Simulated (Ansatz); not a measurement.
A run of Ansatz 0.2.0 is set up as follows.

input.yaml

```yaml
crystal:
  lattice:
    - [0.0, 2.22200033, 2.22200033]
    - [2.1775603234, 0.0, 2.22200033]
    - [2.1775603234, 2.22200033, 0.0]
  atoms:
    - { symbol: Mn, position: [0.0, 0.0, 0.0], spin: 4.0 }
    - { symbol: O, position: [0.5, 0.5, 0.5] }
hamiltonian:
  xc: pbe
  pseudopotentials: { kind: paw }
magnetization:
  spin_polarized: true
kpoints:
  mp_grid: { grid: [7, 7, 7] }
scf:
  occupations: { method: fermi_dirac, width: 0.05 }
output:
  forces: true
  stress: true
  eigenvalues: true
  write_density: true
  write_potential: true
  elf: true
  volumetric_format: npy
relax:
  f_tol: 0.01
  max_steps: 40
```

Potentials or basis: Ansatz PAW.

Launch:

```bash
$ ansatz run input.yaml --threads 2 --pin off --max-ram 5632MiB --backend cpu --events-out ev --progress --plain --runs-dir out
```

What does it give for the site moments?

Mn +3.95; O +0.22 μB.

Estimate the net moment.

4.67 μB per cell.

What does it give for the absolute moment?

4.67 μB per cell.

Stress tensor (GPa, compression positive):
```
1.28 0.00 0.00
0.00 1.57 0.00
0.00 0.00 1.57
```

Caveat: the relaxation stopped at its first step, so nothing moved; the pressure holds a Pulay correction of +0.6 GPa for the finite cutoff; a cell with one magnetic atom can't hold antiferromagnetic order, which such compounds often take; semilocal functionals often make such compounds metallic where correlation or magnetic order opens a gap, which also shifts bond lengths; the thresholds are loose for stress.
